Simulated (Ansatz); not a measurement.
# Br (simple hexagonal type): the cost of one run

Program: Ansatz 0.2.0. Level of theory: DFT PBE, with the methods named in each step. These are calculated values, not measurements.

## (1) The system as given

The structure is hexagonal, space group P6/mmm (No. 191). Conventional cell: a = 3.982 Å, b = 3.982 Å, c = 2.599 Å, α = 90.00°, β = 90.00°, γ = 120.00°. Br (site symmetry 6/mmm) is surrounded by 2 Br at 2.60 Å.

Structure file:

```xyz
1
Lattice="3.9821 0.0000 0.0000 -1.9910 3.4486 0.0000 0.0000 0.0000 2.5988" Properties=species:S:1:pos:R:3 pbc="T T T"
Br    0.0000    0.0000    0.0000
```

Whether this phase is the stable one at these pressures isn't tested.

## (2) The reference volume, LAPW

Contents of input.yaml:

```yaml
crystal:
  lattice:
    - [3.9820846266, 0.0, 0.0]
    - [-1.9910423133, 3.4485864467, 0.0]
    - [0.0, 0.0, 2.5988152346]
  atoms:
    - { symbol: Br, position: [0.0, 0.0, 0.0] }
kpoints:
  mp_grid: { grid: [15, 15, 14] }
  band_path:
    path:
      - [0.0, 0.0, 0.0]
      - [0.5, 0.0, 0.0]
      - [0.3333333333, 0.3333333333, 0.0]
      - [0.0, 0.0, 0.0]
      - [0.0, 0.0, 0.5]
      - [0.5, 0.0, 0.5]
      - [0.3333333333, 0.3333333333, 0.5]
      - [0.0, 0.0, 0.5]
      - [0.5, 0.0, 0.5]
    npoints: 14
scf:
  occupations: { method: fermi_dirac, width: 0.1 }
hamiltonian:
  xc: pbe
  pseudopotentials: { kind: all_electron, lapw: { basis_error: 0.001 } }
output:
  forces: true
  stress: true
  eigenvalues: true
  populations: true
  dos: { projected: true, de: 0.2, e_range: [-14, 8] }
```

Run with:

```
> ansatz run input.yaml --threads 1 --pin off --max-ram 2048MiB --backend cpu --events-out ev --progress --plain --runs-dir out
```

What time and memory should one allow on 1 thread of Arm Neoverse V1, shared host?

About 31 s, with a peak of 0.39 GiB.
